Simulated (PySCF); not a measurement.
Cyclobutene, C₄H₆.
Atom-mapped SMILES: `[CH:1]1=[CH:2][CH2:3][CH2:4]1`

Structure used (PBE0-D3(BJ)/def2-TZVP), in Å, numbered top down from 1:
```xyz
10
C4H6 angstrom
C      0.9673    0.4463   -0.4126
C     -0.0254    1.1229    0.1674
C     -0.8687   -0.1028    0.4132
C      0.2907   -0.8933   -0.2654
H      1.9189    0.7378   -0.8422
H     -0.1833    2.1722    0.3890
H     -1.0446   -0.3569    1.4619
H     -1.8221   -0.1402   -0.1204
H      0.0202   -1.3947   -1.1987
H      0.7953   -1.6141    0.3838
```

Probes without a nucleus sit at each ring's centroid and 1 Å off its mean plane on both sides; NICS is minus the shielding there, NICSzz its component along the normal. Level: GIAO PBE0/pcSseg-2 (PySCF, non-relativistic, gas phase) on the PBE0-D3(BJ)/def2-TZVP geometry, one conformer.

Ring bond lengths (Å), with Mayer bond orders in brackets: C1–C2 1.334 (1.78), C2–C3 1.508 (1.02), C3–C4 1.559 (1.02), C4–C1 1.508 (1.02).

Question: Give the NICS values of each ring in ppm.

Answer: 
```csv
ring,type,NICS(0),"NICS(1), two faces","NICS(1)zz, two faces",rms pucker (Å),"centre to ring atoms, mean (Å)"
C1–C2–C3–C4,"4-membered carbocycle; formal bonds 1 double, 3 single",1.7,-1.7 / -1.6,-0.4 / -0.4,0.00,1.04
```

Question: What can be read from them?

Answer: 
- C1–C2–C3–C4: mean NICS(1)zz -0.4 ppm, near zero. C3, C4 have four or more neighbours, so the value isn't read as a sign of a π ring current.

Question: Give the inner angles of the rings and the Hirshfeld charges of the ring atoms.

Answer: 
- C1–C2–C3–C4: C1 94.3° (-0.055 e), C2 94.3° (-0.055 e), C3 85.7° (-0.082 e), C4 85.7° (-0.082 e); sum 360.0° against 360° for a flat convex ring.

Time: 22 s of wall time (grids of density and orbitals included); peak memory 1.1 GiB. Hardware: an Intel Xeon Platinum 8488C with one thread, on a shared host. This is the whole shielding run at PBE0/pcSseg-2, SCF included.
